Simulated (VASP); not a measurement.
**Li2O: single point with PBE**

The system is Li2O.

```xyz
3
Lattice="0.0000 2.2864 2.2864 2.2864 0.0000 2.2864 2.2864 2.2864 0.0000" Properties=species:S:1:pos:R:3 pbc="T T T"
O     0.0000    0.0000    0.0000
Li    1.1432    1.1432    1.1432
Li    3.4296    3.4296    3.4296
```

The cell was built by a generator and needn't be a form met in nature.

```json
{"Program": "VASP 6.6.1", "Task": "single point", "Functional": "PBE", "Potentials or basis": "VASP PAW PBE potentials, release 64 (O, Li_sv)", "Cutoff": "520 eV", "k mesh": "10 × 10 × 10", "Occupations": "fermi-dirac, width 0.02 eV", "Spin": "no spin polarisation", "Dipole correction": "no", "Further INCAR settings": "ALGO = Normal; EDIFF = 1e-06; NBANDS = 13"}
```

```
Band gap on the k mesh : 5.03 eV, indirect (least direct gap 5.50 eV)
```

Levels at points of the mesh, in eV from the valence-band top:
| k point | band 2 | band 3 | band 4 | band 5 | band 6 | band 7 | band 8 | band 9 | band 10 | band 11 |
| --- | --- | --- | --- | --- | --- | --- | --- | --- | --- | --- |
| (0.00, 0.00, 0.00) | -42.57 | -15.50 | 0.00 | 0.00 | 0.00 | 5.50 | 12.11 | 12.11 | 12.11 | 19.32 |
| (0.50, 0.00, 0.00) | -42.74 | -15.27 | -2.84 | -0.46 | -0.46 | 9.41 | 10.13 | 12.23 | 12.23 | 18.20 |
| (0.50, 0.50, 0.00) | -42.68 | -15.23 | -1.62 | -1.43 | -1.43 | 5.03 | 13.83 | 13.83 | 15.14 | 16.12 |

It took 10 s on 1 thread of Intel(R) Xeon(R) Platinum 8375C CPU @ 2.90GHz (Ice Lake), on a shared host, peak memory 0.14 GiB.

 A k mesh can miss the band edges.
